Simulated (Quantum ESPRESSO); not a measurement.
**Ta under changes of volume**

One of the cells (18.010 Å³/atom); the others are scaled copies at fixed shape and fractional positions:

```
CELL_PARAMETERS angstrom
-1.65128 1.65128 1.65128
1.65128 -1.65128 1.65128
1.65128 1.65128 -1.65128
ATOMIC_POSITIONS crystal
Ta 0.00000 0.00000 0.00000
```

| Quantity | Value |
| --- | --- |
| Program | Quantum ESPRESSO 7.5 |
| Functional | r2SCAN |
| Potentials or basis | SG15 PBE 1.2 |
| Cutoff | 1020 eV |
| Density cutoff | 4082 eV |
| k mesh | 8 × 8 × 8 |
| Occupations | fermi-dirac, width 0.05 eV |
| Spin | no spin polarisation |

| volume (Å³/atom) | energy over the lowest point (meV/atom) | pressure (GPa) |
| --- | --- | --- |
| 16.930 | 0.00 | 0.8 |
| 17.290 | 3.79 | -3.9 |
| 17.650 | ? | ? |
| 18.010 | 40.29 | -11.7 |
| 18.371 | 70.73 | -14.9 |
| 18.731 | 108.04 | -17.8 |
| 19.091 | 151.37 | -20.2 |

Question: What does the run at 17.650 Å³/atom give?

Answer: Energy over the lowest point 17.62 meV/atom; pressure -8.0 GPa.

Worked out: A Birch-Murnaghan fit of order 3 (a polynomial in V^(-2/3)) to the other rows has its minimum at 16.98 Å³/atom with B0 = V·E''(V) = 233 GPa and B' = 4.9. It gives 17.62 meV/atom at 17.650 Å³/atom, against the run's 17.62, and -dE/dV = -8.2 GPa, against -8.0.

Energies are extrapolated to zero smearing.

Caveats: the potentials were made for another functional, which shifts forces and pressure.
